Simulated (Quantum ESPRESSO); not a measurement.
# 2H-WS2, 1 layer, stepped through biaxial strain, part 5 of 6

What law, if any, do the results for 2H-WS2, 1 layer follow against biaxial strain?

Quantum ESPRESSO 7.5; plane-wave DFT, PBE, GBRV ultrasoft pseudopotentials.

So far. Step 3 (Relaxing the ions, -4 %): The relaxation lowers the energy by 16 meV an atom. Step 6 (Band structure, -4 %): Along this path the valence top lies at K and the conduction bottom between K and Γ.

## 7. Relaxing the ions, -3 %

m1.relax.in

```
&control
  prefix = 'm1.relax'
  outdir = './out'
  pseudo_dir = './pseudo'
  nstep = 40
  forc_conv_thr = 0.0003
  calculation = 'relax'
  tstress = .true.
/
&system
  ibrav = 0
  nat = 3
  ntyp = 2
  ecutwfc = 50
  ecutrho = 250
  occupations = 'smearing'
  smearing = 'fd'
  degauss = 0.002
/
&electrons
  conv_thr = 1e-09
  mixing_beta = 0.4
  electron_maxstep = 120
  mixing_mode = 'plain'
/
&ions
/
ATOMIC_SPECIES
  S   32.0600  s_pbe_v1.4.uspp.F.UPF
  W   183.8400  w_pbe_v1.2.uspp.F.UPF
CELL_PARAMETERS angstrom
  3.09057308443000 0.00000000000000 0.00000000000000
  -1.54528654173000 2.67651480364000 0.00000000000000
  0.00000000000000 0.00000000000000 18.47562023200000
ATOMIC_POSITIONS crystal
  S   0.333333333300 0.666666666700 0.414857061600
  W   0.000000000000 0.000000000000 0.500000000000
  S   0.333333333300 0.666666666700 0.585142938400
K_POINTS automatic
  12 12 1 0 0 0
```

On the command line:

```
> OMP_NUM_THREADS=1 mpirun -n 4 pw.x -nk 4 -in m1.relax.in > m1.relax.out
```

The log of the run:

```text
[banner, memory and clock lines left out]
Program PWSCF v.7.5 starts
[...]
Message from routine setup:
[...]
number of electrons       =        26.00
     number of Kohn-Sham states=           17
     kinetic-energy cutoff     =      50.0000  Ry
     charge density cutoff     =     250.0000  Ry
[...]
number of k points=    19  Fermi-Dirac smearing, width (Ry)=  0.0020
[...]
Dense  grid:    68917 G-vectors     FFT dimensions: (  30,  30, 180)
[...]
negative rho (up, down):  6.104E-02 0.000E+00
     Starting wfcs are   21 randomized atomic wfcs
[...]
negative rho (up, down):  6.229E-02 0.000E+00
[...]
estimated scf accuracy    <       0.09590285 Ry
[...]
negative rho (up, down):  6.377E-02 0.000E+00
[...]
estimated scf accuracy    <       0.01180587 Ry
[...]
negative rho (up, down):  6.424E-02 0.000E+00
[...]
estimated scf accuracy    <       0.00248264 Ry
[...]
negative rho (up, down):  6.490E-02 0.000E+00
[...]
estimated scf accuracy    <       0.00132644 Ry
[...]
negative rho (up, down):  6.497E-02 0.000E+00
[...]
estimated scf accuracy    <       0.00021777 Ry
[...]
negative rho (up, down):  6.491E-02 0.000E+00
[...]
estimated scf accuracy    <       0.00000933 Ry
[...]
negative rho (up, down):  6.487E-02 0.000E+00
[...]
estimated scf accuracy    <       0.00000076 Ry
[...]
negative rho (up, down):  6.484E-02 0.000E+00
[...]
estimated scf accuracy    <       0.00000007 Ry
[...]
negative rho (up, down):  6.483E-02 0.000E+00
[...]
estimated scf accuracy    <          4.3E-09 Ry
[...]
negative rho (up, down):  6.483E-02 0.000E+00
[...]
estimated scf accuracy    <          1.5E-09 Ry
[...]
negative rho (up, down):  6.483E-02 0.000E+00
[...]
the Fermi energy is     1.5324 ev
!    total energy              =    -207.51119040 Ry
     estimated scf accuracy    <          6.7E-11 Ry
     smearing contrib. (-TS)   =      -0.00000000 Ry
     internal energy E=F+TS    =    -207.51119040 Ry
[...]
one-electron contribution =   -1038.19810650 Ry
     hartree contribution      =     519.56151721 Ry
     xc contribution           =     -58.33738123 Ry
     ewald contribution        =     369.46278012 Ry
     convergence has been achieved in  11 iterations
     negative rho (up, down):  6.483E-02 0.000E+00
[...]
Total force =     0.040478     Total SCF correction =     0.000020
[...]
negative rho (up, down):  6.483E-02 0.000E+00
[...]
negative rho (up, down):  6.485E-02 0.000E+00
[...]
negative rho (up, down):  6.484E-02 0.000E+00
[...]
estimated scf accuracy    <       0.00012647 Ry
[...]
negative rho (up, down):  6.484E-02 0.000E+00
[...]
estimated scf accuracy    <       0.00015489 Ry
[...]
negative rho (up, down):  6.485E-02 0.000E+00
[...]
estimated scf accuracy    <       0.00000541 Ry
[...]
negative rho (up, down):  6.485E-02 0.000E+00
[...]
estimated scf accuracy    <       0.00000204 Ry
[...]
negative rho (up, down):  6.484E-02 0.000E+00
[...]
estimated scf accuracy    <       0.00000006 Ry
[...]
negative rho (up, down):  6.484E-02 0.000E+00
[...]
estimated scf accuracy    <       0.00000004 Ry
[...]
negative rho (up, down):  6.484E-02 0.000E+00
[...]
estimated scf accuracy    <          4.2E-09 Ry
[...]
negative rho (up, down):  6.484E-02 0.000E+00
[...]
the Fermi energy is     1.4806 ev
!    total energy              =    -207.51246414 Ry
     estimated scf accuracy    <          7.0E-11 Ry
     smearing contrib. (-TS)   =      -0.00000000 Ry
     internal energy E=F+TS    =    -207.51246414 Ry
[...]
one-electron contribution =   -1033.99508707 Ry
     hartree contribution      =     517.47115478 Ry
     xc contribution           =     -58.31033784 Ry
     ewald contribution        =     367.32180599 Ry
     convergence has been achieved in   8 iterations
     negative rho (up, down):  6.484E-02 0.000E+00
[...]
Total force =     0.022594     Total SCF correction =     0.000013
[...]
negative rho (up, down):  6.484E-02 0.000E+00
[...]
negative rho (up, down):  6.486E-02 0.000E+00
[...]
negative rho (up, down):  6.485E-02 0.000E+00
[...]
estimated scf accuracy    <       0.00016019 Ry
[...]
negative rho (up, down):  6.486E-02 0.000E+00
[...]
estimated scf accuracy    <       0.00021805 Ry
[...]
negative rho (up, down):  6.486E-02 0.000E+00
[...]
estimated scf accuracy    <       0.00000656 Ry
[...]
negative rho (up, down):  6.486E-02 0.000E+00
[...]
estimated scf accuracy    <       0.00000267 Ry
[...]
negative rho (up, down):  6.486E-02 0.000E+00
[...]
estimated scf accuracy    <       0.00000008 Ry
[...]
negative rho (up, down):  6.485E-02 0.000E+00
[...]
estimated scf accuracy    <       0.00000006 Ry
[...]
negative rho (up, down):  6.485E-02 0.000E+00
[...]
estimated scf accuracy    <       0.00000003 Ry
[...]
negative rho (up, down):  6.485E-02 0.000E+00
[...]
estimated scf accuracy    <          5.0E-10 Ry
[...]
negative rho (up, down):  6.485E-02 0.000E+00
[...]
estimated scf accuracy    <          3.6E-10 Ry
[...]
negative rho (up, down):  6.485E-02 0.000E+00
[...]
the Fermi energy is     1.4217 ev
!    total energy              =    -207.51304722 Ry
     estimated scf accuracy    <          2.8E-11 Ry
     smearing contrib. (-TS)   =      -0.00000000 Ry
     internal energy E=F+TS    =    -207.51304722 Ry
[...]
one-electron contribution =   -1029.37255924 Ry
     hartree contribution      =     515.17141836 Ry
     xc contribution           =     -58.28106545 Ry
     ewald contribution        =     364.96915911 Ry
     convergence has been achieved in  10 iterations
     negative rho (up, down):  6.485E-02 0.000E+00
[...]
Total force =     0.003738     Total SCF correction =     0.000016
[...]
negative rho (up, down):  6.485E-02 0.000E+00
[...]
negative rho (up, down):  6.486E-02 0.000E+00
[...]
negative rho (up, down):  6.485E-02 0.000E+00
[...]
estimated scf accuracy    <       0.00000617 Ry
[...]
negative rho (up, down):  6.486E-02 0.000E+00
[...]
estimated scf accuracy    <       0.00000816 Ry
[...]
negative rho (up, down):  6.486E-02 0.000E+00
[...]
estimated scf accuracy    <       0.00000026 Ry
[...]
negative rho (up, down):  6.486E-02 0.000E+00
[...]
estimated scf accuracy    <       0.00000008 Ry
[...]
negative rho (up, down):  6.486E-02 0.000E+00
[...]
estimated scf accuracy    <          3.6E-09 Ry
[...]
negative rho (up, down):  6.486E-02 0.000E+00
[...]
estimated scf accuracy    <          1.0E-09 Ry
[...]
negative rho (up, down):  6.486E-02 0.000E+00
[...]
estimated scf accuracy    <          8.3E-10 Ry
[...]
negative rho (up, down):  6.486E-02 0.000E+00
[...]
the Fermi energy is     1.4099 ev
!    total energy              =    -207.51306415 Ry
     estimated scf accuracy    <          1.7E-11 Ry
     smearing contrib. (-TS)   =      -0.00000000 Ry
     internal energy E=F+TS    =    -207.51306415 Ry
[...]
one-electron contribution =   -1028.45627434 Ry
     hartree contribution      =     514.71539307 Ry
     xc contribution           =     -58.27531912 Ry
     ewald contribution        =     364.50313624 Ry
     convergence has been achieved in   8 iterations
     negative rho (up, down):  6.486E-02 0.000E+00
[...]
Total force =     0.000105     Total SCF correction =     0.000014
[...]
negative rho (up, down):  6.486E-02 0.000E+00
[...]
```

The job ended after 3.9 min (4 MPI ranks of Intel Xeon at 2.50GHz (Skylake/Cascade Lake), shared host; peak memory 0.81 GiB).

Relaxation path:

| step | energy less that of the first step (eV) | largest force (eV/Å) |
| --- | --- | --- |
| 1 | 0.0000 | 0.7359 |
| 2 | -0.0173 | 0.4108 |
| 3 | -0.0253 | 0.0680 |
| 4 | -0.0255 | 0.0019 |

The atoms that moved most (Å):

| atom | dx | dy | dz | length |
| --- | --- | --- | --- | --- |
| S1 | 0.000 | 0.000 | -0.035 | 0.035 |
| S3 | 0.000 | 0.000 | 0.035 | 0.035 |

The relaxed structure:

```cif
data_structure
_symmetry_space_group_name_H-M 'P 1'
_symmetry_Int_Tables_number 1
_cell_length_a 3.0906
_cell_length_b 3.0906
_cell_length_c 18.4756
_cell_angle_alpha 90.000
_cell_angle_beta 90.000
_cell_angle_gamma 120.000
_cell_volume 152.83
loop_
_atom_site_label
_atom_site_type_symbol
_atom_site_fract_x
_atom_site_fract_y
_atom_site_fract_z
_atom_site_occupancy
S1 S 0.33333 0.66667 0.41296 1
W2 W 0.00000 0.00000 0.50000 1
S3 S 0.33333 0.66667 0.58704 1
```

The relaxation lowers the energy by 8 meV an atom.

This step gave:

```
free energy  : -2823.3591 eV
Fermi energy : 1.410 eV
```

## 8. Self-consistent run, -3 %

m1.scf.in

```
&control
  prefix = 'm1.scf'
  outdir = './out'
  pseudo_dir = './pseudo'
  calculation = 'scf'
  tprnfor = .true.
/
&system
  ibrav = 0
  nat = 3
  ntyp = 2
  ecutwfc = 40
  ecutrho = 200
  occupations = 'smearing'
  smearing = 'fd'
  degauss = 0.002
  nbnd = 17
/
&electrons
  conv_thr = 1e-09
  mixing_beta = 0.4
  electron_maxstep = 120
  mixing_mode = 'plain'
/
ATOMIC_SPECIES
  S   32.0600  s_pbe_v1.4.uspp.F.UPF
  W   183.8400  w_pbe_v1.2.uspp.F.UPF
CELL_PARAMETERS angstrom
  3.09057308443000 0.00000000000000 0.00000000000000
  -1.54528654173000 2.67651480364000 0.00000000000000
  0.00000000000000 0.00000000000000 18.47562023200000
ATOMIC_POSITIONS crystal
  S   0.333333333300 0.666666666700 0.412956741100
  W   0.000000000000 0.000000000000 0.500000000000
  S   0.333333333300 0.666666666700 0.587043258900
K_POINTS automatic
  12 12 1 0 0 0
```

On the command line:

```
> OMP_NUM_THREADS=1 mpirun -n 4 pw.x -nk 4 -in m1.scf.in > m1.scf.out
```

The log of the run:

```text
[banner, memory and clock lines left out]
Program PWSCF v.7.5 starts
[...]
Message from routine setup:
[...]
number of electrons       =        26.00
     number of Kohn-Sham states=           17
     kinetic-energy cutoff     =      40.0000  Ry
     charge density cutoff     =     200.0000  Ry
[...]
number of k points=    19  Fermi-Dirac smearing, width (Ry)=  0.0020
[...]
Dense  grid:    49171 G-vectors     FFT dimensions: (  27,  27, 160)
[...]
negative rho (up, down):  6.575E-02 0.000E+00
     Starting wfcs are   21 randomized atomic wfcs
[...]
negative rho (up, down):  6.672E-02 0.000E+00
[...]
estimated scf accuracy    <       0.09663079 Ry
[...]
negative rho (up, down):  6.803E-02 0.000E+00
[...]
estimated scf accuracy    <       0.01152652 Ry
[...]
negative rho (up, down):  6.835E-02 0.000E+00
[...]
estimated scf accuracy    <       0.00341566 Ry
[...]
negative rho (up, down):  6.904E-02 0.000E+00
[...]
estimated scf accuracy    <       0.00132267 Ry
[...]
negative rho (up, down):  6.913E-02 0.000E+00
[...]
estimated scf accuracy    <       0.00027357 Ry
[...]
negative rho (up, down):  6.908E-02 0.000E+00
[...]
estimated scf accuracy    <       0.00000483 Ry
[...]
negative rho (up, down):  6.906E-02 0.000E+00
[...]
estimated scf accuracy    <       0.00000165 Ry
[...]
negative rho (up, down):  6.902E-02 0.000E+00
[...]
estimated scf accuracy    <       0.00000005 Ry
[...]
negative rho (up, down):  6.902E-02 0.000E+00
[...]
estimated scf accuracy    <       0.00000005 Ry
[...]
negative rho (up, down):  6.902E-02 0.000E+00
[...]
estimated scf accuracy    <       0.00000001 Ry
[...]
negative rho (up, down):  6.902E-02 0.000E+00
[...]
estimated scf accuracy    <          4.4E-09 Ry
[...]
negative rho (up, down):  6.902E-02 0.000E+00
[...]
the Fermi energy is     1.4091 ev
!    total energy              =    -207.50782185 Ry
     estimated scf accuracy    <          8.2E-10 Ry
     smearing contrib. (-TS)   =      -0.00000000 Ry
     internal energy E=F+TS    =    -207.50782185 Ry
[...]
one-electron contribution =   -1028.43882625 Ry
     hartree contribution      =     514.70384625 Ry
     xc contribution           =     -58.27597813 Ry
     ewald contribution        =     364.50313628 Ry
     convergence has been achieved in  12 iterations
     negative rho (up, down):  6.902E-02 0.000E+00
[...]
Total force =     0.000107     Total SCF correction =     0.000099
[...]
```

The job ended after 49 s (4 MPI ranks; peak memory 0.62 GiB; 2.4 min of CPU time).

This step gave:

- free energy: -2823.2877 eV
- Fermi energy: 1.409 eV
- valence top, on the run's zero: 0.2373 eV
- conduction bottom, on the run's zero: 2.071 eV
- gap by band count: 1.834 eV

## 9. Relaxation with pw.x, 3 %

m7.relax.in

```
&control
  prefix = 'm7.relax'
  outdir = './out'
  pseudo_dir = './pseudo'
  nstep = 40
  forc_conv_thr = 0.0003
  calculation = 'relax'
  tstress = .true.
/
&system
  ibrav = 0
  nat = 3
  ntyp = 2
  ecutwfc = 50
  ecutrho = 250
  occupations = 'smearing'
  smearing = 'fd'
  degauss = 0.002
/
&electrons
  conv_thr = 1e-09
  mixing_beta = 0.4
  electron_maxstep = 120
  mixing_mode = 'plain'
/
&ions
/
ATOMIC_SPECIES
  S   32.0600  s_pbe_v1.4.uspp.F.UPF
  W   183.8400  w_pbe_v1.2.uspp.F.UPF
CELL_PARAMETERS angstrom
  3.28174255357000 0.00000000000000 0.00000000000000
  -1.64087127627000 2.84207242036000 0.00000000000000
  0.00000000000000 0.00000000000000 18.47562023200000
ATOMIC_POSITIONS crystal
  S   0.333333333300 0.666666666700 0.414857061600
  W   0.000000000000 0.000000000000 0.500000000000
  S   0.333333333300 0.666666666700 0.585142938400
K_POINTS automatic
  12 12 1 0 0 0
```

On the command line:

```
> OMP_NUM_THREADS=1 mpirun -n 4 pw.x -nk 4 -in m7.relax.in > m7.relax.out
```

The log of the run:

```text
[banner, memory and clock lines left out]
Program PWSCF v.7.5 starts
[...]
Message from routine setup:
[...]
number of electrons       =        26.00
     number of Kohn-Sham states=           17
     kinetic-energy cutoff     =      50.0000  Ry
     charge density cutoff     =     250.0000  Ry
[...]
number of k points=    19  Fermi-Dirac smearing, width (Ry)=  0.0020
[...]
Dense  grid:    77659 G-vectors     FFT dimensions: (  32,  32, 180)
[...]
negative rho (up, down):  6.109E-02 0.000E+00
     Starting wfcs are   21 randomized atomic wfcs
[...]
negative rho (up, down):  6.216E-02 0.000E+00
[...]
estimated scf accuracy    <       0.11740693 Ry
[...]
negative rho (up, down):  6.302E-02 0.000E+00
[...]
estimated scf accuracy    <       0.06392747 Ry
[...]
negative rho (up, down):  6.398E-02 0.000E+00
[...]
estimated scf accuracy    <       0.01128117 Ry
[...]
negative rho (up, down):  6.478E-02 0.000E+00
[...]
estimated scf accuracy    <       0.00103514 Ry
[...]
negative rho (up, down):  6.489E-02 0.000E+00
[...]
estimated scf accuracy    <       0.00012444 Ry
[...]
negative rho (up, down):  6.480E-02 0.000E+00
[...]
estimated scf accuracy    <       0.00001089 Ry
[...]
negative rho (up, down):  6.472E-02 0.000E+00
[...]
estimated scf accuracy    <       0.00000080 Ry
[...]
negative rho (up, down):  6.468E-02 0.000E+00
[...]
estimated scf accuracy    <       0.00000065 Ry
[...]
negative rho (up, down):  6.468E-02 0.000E+00
[...]
estimated scf accuracy    <       0.00000004 Ry
[...]
negative rho (up, down):  6.469E-02 0.000E+00
[...]
estimated scf accuracy    <       0.00000002 Ry
[...]
negative rho (up, down):  6.469E-02 0.000E+00
[...]
estimated scf accuracy    <          3.5E-09 Ry
[...]
negative rho (up, down):  6.469E-02 0.000E+00
[...]
the Fermi energy is     0.2997 ev
!    total energy              =    -207.51297218 Ry
     estimated scf accuracy    <          4.0E-11 Ry
     smearing contrib. (-TS)   =      -0.00000000 Ry
     internal energy E=F+TS    =    -207.51297218 Ry
[...]
one-electron contribution =    -930.37907487 Ry
     hartree contribution      =     464.88176390 Ry
     xc contribution           =     -58.02540321 Ry
     ewald contribution        =     316.00974200 Ry
     convergence has been achieved in  12 iterations
     negative rho (up, down):  6.469E-02 0.000E+00
[...]
Total force =     0.032654     Total SCF correction =     0.000012
[...]
negative rho (up, down):  6.469E-02 0.000E+00
[...]
negative rho (up, down):  6.468E-02 0.000E+00
[...]
negative rho (up, down):  6.468E-02 0.000E+00
[...]
estimated scf accuracy    <       0.00005809 Ry
[...]
negative rho (up, down):  6.468E-02 0.000E+00
[...]
estimated scf accuracy    <       0.00005546 Ry
[...]
negative rho (up, down):  6.468E-02 0.000E+00
[...]
estimated scf accuracy    <       0.00000342 Ry
[...]
negative rho (up, down):  6.468E-02 0.000E+00
[...]
estimated scf accuracy    <       0.00000075 Ry
[...]
negative rho (up, down):  6.468E-02 0.000E+00
[...]
estimated scf accuracy    <       0.00000004 Ry
[...]
negative rho (up, down):  6.468E-02 0.000E+00
[...]
estimated scf accuracy    <       0.00000002 Ry
[...]
negative rho (up, down):  6.468E-02 0.000E+00
[...]
estimated scf accuracy    <          3.9E-09 Ry
[...]
negative rho (up, down):  6.468E-02 0.000E+00
[...]
the Fermi energy is     0.3273 ev
!    total energy              =    -207.51384391 Ry
     estimated scf accuracy    <          2.6E-10 Ry
     smearing contrib. (-TS)   =      -0.00000000 Ry
     internal energy E=F+TS    =    -207.51384391 Ry
[...]
one-electron contribution =    -933.35294822 Ry
     hartree contribution      =     466.36106449 Ry
     xc contribution           =     -58.04454140 Ry
     ewald contribution        =     317.52258122 Ry
     convergence has been achieved in   8 iterations
     negative rho (up, down):  6.468E-02 0.000E+00
[...]
Total force =     0.020688     Total SCF correction =     0.000051
[...]
negative rho (up, down):  6.468E-02 0.000E+00
[...]
negative rho (up, down):  6.467E-02 0.000E+00
[...]
negative rho (up, down):  6.468E-02 0.000E+00
[...]
estimated scf accuracy    <       0.00006745 Ry
[...]
negative rho (up, down):  6.467E-02 0.000E+00
[...]
estimated scf accuracy    <       0.00005876 Ry
[...]
negative rho (up, down):  6.467E-02 0.000E+00
[...]
estimated scf accuracy    <       0.00000419 Ry
[...]
negative rho (up, down):  6.467E-02 0.000E+00
[...]
estimated scf accuracy    <       0.00000077 Ry
[...]
negative rho (up, down):  6.467E-02 0.000E+00
[...]
estimated scf accuracy    <       0.00000005 Ry
[...]
negative rho (up, down):  6.467E-02 0.000E+00
[...]
estimated scf accuracy    <       0.00000002 Ry
[...]
negative rho (up, down):  6.467E-02 0.000E+00
[...]
estimated scf accuracy    <          4.4E-09 Ry
[...]
negative rho (up, down):  6.467E-02 0.000E+00
[...]
estimated scf accuracy    <          3.2E-10 Ry
[...]
negative rho (up, down):  6.467E-02 0.000E+00
[...]
the Fermi energy is     0.2012 ev
!    total energy              =    -207.51434310 Ry
     estimated scf accuracy    <          6.6E-11 Ry
     smearing contrib. (-TS)   =      -0.00000000 Ry
     internal energy E=F+TS    =    -207.51434310 Ry
[...]
one-electron contribution =    -936.62321784 Ry
     hartree contribution      =     467.98708690 Ry
     xc contribution           =     -58.06583770 Ry
     ewald contribution        =     319.18762553 Ry
     convergence has been achieved in   9 iterations
     negative rho (up, down):  6.467E-02 0.000E+00
[...]
Total force =     0.007034     Total SCF correction =     0.000016
[...]
negative rho (up, down):  6.467E-02 0.000E+00
[...]
negative rho (up, down):  6.466E-02 0.000E+00
[...]
negative rho (up, down):  6.467E-02 0.000E+00
[...]
estimated scf accuracy    <       0.00001737 Ry
[...]
negative rho (up, down):  6.466E-02 0.000E+00
[...]
estimated scf accuracy    <       0.00001400 Ry
[...]
negative rho (up, down):  6.466E-02 0.000E+00
[...]
estimated scf accuracy    <       0.00000115 Ry
[...]
negative rho (up, down):  6.466E-02 0.000E+00
[...]
estimated scf accuracy    <       0.00000015 Ry
[...]
negative rho (up, down):  6.466E-02 0.000E+00
[...]
estimated scf accuracy    <       0.00000002 Ry
[...]
negative rho (up, down):  6.466E-02 0.000E+00
[...]
estimated scf accuracy    <          7.8E-10 Ry
[...]
negative rho (up, down):  6.466E-02 0.000E+00
[...]
estimated scf accuracy    <          9.0E-10 Ry
[...]
negative rho (up, down):  6.466E-02 0.000E+00
[...]
the Fermi energy is     0.2161 ev
!    total energy              =    -207.51440663 Ry
     estimated scf accuracy    <          3.3E-11 Ry
     smearing contrib. (-TS)   =      -0.00000000 Ry
     internal energy E=F+TS    =    -207.51440663 Ry
[...]
one-electron contribution =    -938.30805500 Ry
     hartree contribution      =     468.82479754 Ry
     xc contribution           =     -58.07691975 Ry
     ewald contribution        =     320.04577059 Ry
     convergence has been achieved in   8 iterations
     negative rho (up, down):  6.466E-02 0.000E+00
[...]
Total force =     0.000186     Total SCF correction =     0.000015
[...]
negative rho (up, down):  6.466E-02 0.000E+00
[...]
```

Wall time 5 min (4 MPI ranks); peak memory 0.89 GiB.

The steps of the relaxation:

| step | energy less that of the first step (eV) | largest force (eV/Å) |
| --- | --- | --- |
| 1 | 0.0000 | 0.5937 |
| 2 | -0.0119 | 0.3761 |
| 3 | -0.0187 | 0.1279 |
| 4 | -0.0195 | 0.0034 |

The atoms that moved most (Å):

| atom | dx | dy | dz | length |
| --- | --- | --- | --- | --- |
| S1 | 0.000 | 0.000 | 0.033 | 0.033 |
| S3 | 0.000 | 0.000 | -0.033 | 0.033 |

Final coordinates:

```
CELL_PARAMETERS angstrom
3.28174 0.00000 0.00000
-1.64087 2.84207 0.00000
0.00000 0.00000 18.47562
ATOMIC_POSITIONS crystal
S 0.33333 0.66667 0.41662
W 0.00000 0.00000 0.50000
S 0.33333 0.66667 0.58338
```

The relaxation lowers the energy by 7 meV an atom.

This step gave:

```
free energy  : -2823.3773 eV
Fermi energy : 0.2161 eV
```

(Continued in part 6 of 6.)

[Logs are printed without paths, hosts, clocks, repeated set-up lines and the standing remarks that a program may print on its own settings, such as how far it seeks lower states.]

[Hosts, paths, dates, database ids (printed as entryN), source tags and the programs' standing remarks are cut or masked in the printed files.]

[Maps of the electrostatic potential energy from Ansatz leave out the sawtooth potential of an applied field or a dipole correction, so their vacuum need not be flat; planar profiles and work functions include it.]
